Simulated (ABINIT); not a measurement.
Crystal: TiSi2.

```xyz
6
Lattice="1.7651 -6.7593 0.0000 1.7651 6.7593 0.0000 0.0000 0.0000 3.5652" Properties=species:S:1:pos:R:3 pbc="T T T"
Ti    1.7651    5.3653    0.8913
Ti    1.7651   -5.3653    2.6739
Si    1.7651   -3.3839    0.8913
Si    1.7651    3.3839    2.6739
Si    1.7651    0.7875    0.8913
Si    1.7651   -0.7875    2.6739
```

The cell comes from a database or a generator and needn't be the stable form of this composition.

| Quantity | Value |
| --- | --- |
| Program | ABINIT 10.8.3 (patched build) |
| Task | relaxation of cell and atoms |
| Functional | PBEsol |
| Potentials or basis | JTH PAW PBE v2.0 |
| Cutoff | 408 eV |
| k mesh | 5 × 5 × 5 |
| Occupations | fermi-dirac, width 0.05 eV |
| Spin | no spin polarisation |

At the start: pressure -1.8 GPa; volume 14.18 Å³/atom.

Problem. Where does the relaxation end?

Solution. Over 9 steps the energy falls by 2.8 meV/atom and the volume is 13.93 Å³/atom (-1.7 %); space group Cmcm (No. 63, to 0.05 Å).

Step by step:
| step | energy change (eV) | largest force (eV/Å) | pressure (GPa) | volume (Å³) |
| --- | --- | --- | --- | --- |
| 1 | 0.0000 | 0.2110 | -1.85 | 85.07 |
| 2 | -0.0059 | 0.2062 | -1.11 | 84.59 |
| 3 | -0.0125 | 0.1677 | 0.42 | 83.59 |
| 4 | -0.0138 | 0.1365 | 0.50 | 83.50 |
| 5 | -0.0165 | 0.0472 | 0.22 | 83.48 |
| 6 | -0.0167 | 0.0291 | 0.04 | 83.57 |
| 7 | -0.0168 | 0.0123 | -0.07 | 83.63 |
| 8 | -0.0168 | 0.0020 | -0.08 | 83.63 |
| 9 | -0.0169 | 0.0047 | -0.03 | 83.61 |

Final structure:
```xyz
6
Lattice="1.7609 -6.6674 0.0000 1.7609 6.6674 0.0000 0.0000 0.0000 3.5608" Properties=species:S:1:pos:R:3 pbc="T T T"
Ti    1.7609    5.3026    0.8902
Ti    1.7609   -5.3026    2.6706
Si    1.7609   -3.3385    0.8902
Si    1.7609    3.3385    2.6706
Si    1.7609    0.8018    0.8902
Si    1.7609   -0.8018    2.6706
```

Caveat: the k mesh is coarse (spacing up to 0.37 Å⁻¹), so the values aren't converged; the PAW data sets were made with another functional, which shifts forces and pressure a little.
